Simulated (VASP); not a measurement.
Runs of VASP 6.6.1 on InSb. It takes space group I-4m2 (No. 119, tetragonal). The conventional cell has a = 5.889 Å, b = 5.889 Å, c = 3.273 Å, α = 90.00°, β = 90.00°, γ = 90.00°. Around In (site symmetry -4m2) lie 4 Sb at 3.06 Å and 2 In at 3.27 Å. Sb (site symmetry -4m2) is surrounded by 4 In at 3.06 Å and 2 Sb at 3.27 Å. Measurements of this composition are mostly on another form, of space group No. 216.

```tsv
task	level	potentials or basis	cell	k mesh	cutoff (eV)	mesh quality	gap on the mesh (eV)	pressure (GPa)	relaxed volume (Å³/atom)
relaxation of cell and atoms	RPBE	VASP PAW PBE potentials, release 64 (In_d, Sb)	relaxed	14 × 14 × 14	600	not flagged	none	0.0	29.27
relaxation of cell and atoms	LDA	VASP PAW LDA potentials, release 64 (In_d, Sb)	relaxed	14 × 14 × 14	600	not flagged	none	0.0	26.04
relaxation of cell and atoms	PBEsol	VASP PAW PBE potentials, release 64 (In, Sb)	relaxed	14 × 14 × 14	580	not flagged	none	0.0	(b)
relaxation of cell and atoms	PBEsol	VASP PAW PBE potentials, release 64 (In_d, Sb)	relaxed	6 × 6 × 6	600	coarse	none	0.0	26.76
relaxation of cell and atoms	PBEsol	VASP PAW PBE potentials, release 64 (In_d, Sb)	relaxed	14 × 14 × 14	600	not flagged	none	0.0	26.74
relaxation of cell and atoms	PBEsol	VASP PAW PBE potentials, release 64 (In_d, Sb)	relaxed	14 × 14 × 14	300	not flagged	none	0.0	26.59
single point	PBEsol	VASP PAW PBE potentials, release 64 (In_d, Sb)	as given	14 × 14 × 14	520	not flagged	none	(a)	-
```

Alike in all rows: no spin polarisation; smearing gaussian 0.1 eV.

Estimate the missing entries.

(a) -2.9; (b) 26.89.

Caveats: some runs use coarse meshes; the PAW data sets were made with another functional, which shifts forces and pressure a little (some runs).

A k mesh can miss the band edges, and the runs leave out spin-orbit coupling on In, Sb.

A gap of «none» marks a metal or a gap under the smearing width.

The runs don't all hold the same shells in valence.

Runs at the PBE level aren't shown here.
